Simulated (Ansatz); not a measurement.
# BaS: the band gap up the ladder of functionals

An exercise on one series of results from a longer session: the logs are not shown, and one member is left open.

Program: Ansatz 0.2.0. PAW datasets, plane waves. Computed at 0 K without zero-point motion; spin polarisation is off.

## Starting point

The cell was relaxed beforehand with r2SCAN.

The symmetry is Fm-3m (No. 225, cubic); conventional cell a = 6.424 Å, 33.13 Å³ an atom. Near Ba stand 6 S at 3.21 Å; near S stand 6 Ba at 3.21 Å.

Coordinates:

```xyz
2
Lattice="0.0000 3.2118 3.2118 3.2118 0.0000 3.2118 3.2118 3.2118 0.0000" Properties=species:S:1:pos:R:3 pbc="T T T"
Ba    0.0000    0.0000    0.0000
S     3.2118    3.2118    3.2118
```

The first run:

Input file input.yaml:

```yaml
crystal:
  lattice:
    - [0.0, 3.2117958671, 3.2117958671]
    - [3.2117958671, 0.0, 3.2117958671]
    - [3.2117958671, 3.2117958671, 0.0]
  atoms:
    - { symbol: Ba, position: [0.0, 0.0, 0.0] }
    - { symbol: S, position: [0.5, 0.5, 0.5] }
kpoints:
  mp_grid: { grid: [8, 8, 8] }
  band_path:
    path:
      - [[0.0, 0.0, 0.0], [0.5, 1.983130670303e-35, 0.5], [0.625, 0.25, 0.625]]
      - [[0.375, 0.375, 0.75], [0.0, 0.0, 0.0], [0.5, 0.5, 0.5], [0.5, 0.25, 0.75], [0.5, 1.983130670303e-35, 0.5]]
    npoints: 10
hamiltonian:
  xc: pbe
scf:
  occupations: { method: fermi_dirac, width: 0.02 }
  n_extra_bands: 4
output:
  forces: true
  stress: true
  eigenvalues: true
  write_density: true
  write_potential: true
  elf: true
  volumetric_format: npy
```

Run with:

```sh
> ansatz run input.yaml --threads 4 --pin off --max-ram 7372MiB --backend cpu --events-out ev --progress --plain --runs-dir out
```

Among the steps run: Band structure with PBE; Single point with r2SCAN; HSE06 at the same geometry; Single point with PBE+SOC; PBE0 at the same geometry; LDA; G0W0 on PBE; Quasiparticle levels, G0W0@PBE; DDH-PBE0 at the same geometry; HSE06+SOC; r2SCANh at the same geometry; Single point with Hartree-Fock.

One of the session's tables, all rows but one given; the rest of the session is left out.

```
                     level  gap (eV)
                       PBE      2.23
                    r2SCAN      2.58
                     HSE06      3.14
                   PBE+SOC      2.19
                      PBE0      3.83
                       LDA      2.03
G0W0@PBE (197 empty bands)      3.42
G0W0@PBE (490 empty bands)      3.53
                  DDH-PBE0      3.57
                 HSE06+SOC      3.09
                   r2SCANh      3.15
              Hartree-Fock         ?
```

Estimate the missing values for Hartree-Fock.

As computed: gap (eV): 9.12. In the column «gap (eV)» it is the highest.

Meshes: PBE 8×8×8, r2SCAN 8×8×8, HSE06 6×6×6, PBE+SOC 8×8×8, PBE0 6×6×6, LDA 8×8×8, DDH-PBE0 6×6×6, HSE06+SOC 4×4×4, r2SCANh 6×6×6, Hartree-Fock 6×6×6

Limits of these values: G0W0 here is at a finite number of bands, screening cutoff and k mesh, not at the basis limit. Warnings in the runs' records: stress exchange threshold loose, stress scf threshold loose.
